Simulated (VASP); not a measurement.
Wanted: the native input for a VASP 6.6.1 run.

```
Task                   : single point
Functional             : LDA
Potentials or basis    : VASP PAW LDA potentials, release 64 (Al, N)
Cutoff                 : 520 eV
k mesh                 : 8 × 6 × 4
Occupations            : gaussian, width 0.02 eV
Spin                   : no spin polarisation
Dipole correction      : no
Further INCAR settings : ALGO = Fast; EDIFF = 1e-06; NBANDS = 26
```

The structure of AlN lies in POSCAR:

```
AlN
1.0
    3.1203032401      0.0000000000      0.0000000000
    0.0000000000      5.0407577076      0.0000000000
    0.0000000000      0.0000000000      5.3029899701
Al N
4 4
Direct
    0.0000000000      0.0003040141      0.3327747758
    0.5000000000      0.0003040141      0.8327747758
    0.5000000000      0.5003040141      0.1672252242
    0.0000000000      0.5003040141      0.6672252242
    0.0000000000      0.6216959859      0.3315123906
    0.5000000000      0.6216959859      0.8315123906
    0.5000000000      0.1216959859      0.1684876094
    0.0000000000      0.1216959859      0.6684876094
```

The cell was built by a generator and isn't the measured one.

One way to write it, as run:

INCAR

```
PREC     = Accurate       # precision mode
ENCUT    = 520            # plane-wave cutoff, eV
EDIFF    = 1E-6           # SCF threshold, eV
ISMEAR   = 0              # smearing method
SIGMA    = 0.02           # smearing width, eV
LREAL    = False          # projectors in reciprocal space
LASPH    = True           # aspherical terms in the spheres
NELM     = 100            # most SCF steps
ALGO     = Fast           # electronic algorithm
ISIF     = 2              # what is computed and relaxed
LWAVE    = False          # write WAVECAR
LCHARG   = False          # write CHGCAR
NBANDS   = 26             # bands
```

KPOINTS

```
regular mesh
0
Gamma
  8 6 4
```

Potentials or basis: VASP PAW LDA potentials, release 64 (Al, N).

Run with:

```console
$ cat potpaw_LDA.64/Al/POTCAR potpaw_LDA.64/N/POTCAR > POTCAR
$ mpirun -np 1 vasp_std > vasp.out
```

It gave:

The pressure is -4.3 GPa. The largest force is 0.006 eV/Å and the band gap on the k mesh is 4.31 eV.

Wall time 2.8 min on 1 thread of AMD EPYC 7R43 64-Core Processor (Zen 3) (shared host), peak memory 0.18 GiB.
